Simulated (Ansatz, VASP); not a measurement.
This is a calculation of PbS (Galena) for VASP 6.6.1.

The input INCAR:

```
PREC     = Accurate       # precision mode
ENCUT    = 520            # plane-wave cutoff, eV
EDIFF    = 1E-8           # SCF threshold, eV
ISMEAR   = -1             # smearing method
SIGMA    = 0.05           # smearing width, eV
LREAL    = False          # projectors in reciprocal space
LASPH    = True           # aspherical terms in the spheres
NELM     = 60             # most SCF steps
ALGO     = Normal         # electronic algorithm
ISIF     = 2              # what is computed and relaxed
LWAVE    = False          # write WAVECAR
LCHARG   = False          # write CHGCAR
GGA      = CA             # functional
LEPSILON = True           # dielectric tensor by DFPT
IBRION   = 8              # ionic algorithm
```

The input KPOINTS:

```
Automatic mesh
0
Gamma
  8 8 8
```

The input POSCAR:

```
PbS
1.0
    0.0000000000      2.9657500000      2.9657500000
    2.9657500000      0.0000000000      2.9657500000
    2.9657500000      2.9657500000      0.0000000000
Pb S
1 1
Direct
    0.0000000000      0.0000000000      0.0000000000
    0.5000000000      0.5000000000      0.5000000000
```

Potentials or basis: VASP PAW LDA potentials, release 64 (Pb_d, S).

Run with:

```bash
$ cat potpaw_LDA.64/Pb_d/POTCAR potpaw_LDA.64/S/POTCAR > POTCAR
$ mpirun -np 1 vasp_std > vasp.out
```

Question: Set up the same calculation for Ansatz 0.2.0. Potentials there: Ansatz PAW.

Answer: As run (the cutoff follows the program's own potentials):

File input.yaml:

```yaml
crystal:
  lattice:
    - [0.0, 2.96575, 2.96575]
    - [2.96575, 0.0, 2.96575]
    - [2.96575, 2.96575, 0.0]
  atoms:
    - { symbol: Pb, position: [0.0, 0.0, 0.0] }
    - { symbol: S, position: [0.5, 0.5, 0.5] }
hamiltonian:
  xc: lda
  pseudopotentials: { kind: paw }
kpoints:
  mp_grid: { grid: [8, 8, 8] }
scf:
  occupations: { method: fixed }
output:
  eigenvalues: true
dielectric:
  method: response
```

Potentials or basis: Ansatz PAW.

The run is started by

```bash
$ ansatz run input.yaml --threads 2 --pin off --max-ram 5632MiB --backend cpu --events-out ev --progress --plain --runs-dir out
```

Both were run:

|  | VASP | Ansatz | Ansatz less VASP |
| --- | --- | --- | --- |
| gap on the k mesh at the Fermi level (eV) | 0.21 | 0.23 | +0.023 |
| least direct gap on the mesh (eV) | 0.21 | 0.23 | +0.023 |
| mean electronic dielectric constant | 45.88 | 19.72 | -26.159 |
| mean Born charge of the atom that differs most (e) | 3.19 | 4.48 | +1.292 |

One of these differences is far larger than is usual between the two programs; its cause wasn't traced.

Caveats: the gap is small at this level, which inflates the dielectric constant; spin-orbit coupling is left out, which as a rule narrows the gap of such compounds by several tenths of an eV. A k mesh can miss the band edges.
